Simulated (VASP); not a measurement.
Energy against volume of AlSb (zinc blende). Level of theory: PBE GGA, VASP's PBE PAW potentials (set 64) (plane waves; VASP 6.6.1). Run with 520 eV cut-off, 7×7×7 Γ-centred mesh, Gaussian smearing of 0.050 eV, potentials Al Sb.

```tsv
V (Å³/atom)	E (eV/atom)
28.439	-4.08590
29.347	-4.10036
30.255	-4.10486
31.162	-4.10091
```

Problem. Fit these four points and predict the energy of the run at 32.070 Å³/atom.

Solution. A cubic in V^(−2/3), the third-order Birch-Murnaghan form, passes through the four points with V0 = 30.26 Å³/atom and B0 = 50 GPa, and gives -4.0898 eV/atom there. The run gave -4.0898 eV/atom, -0.0 meV/atom from the fit; all five points give B0 = 50 GPa.

The compound is AlSb in the zinc blende structure. It was relaxed first.
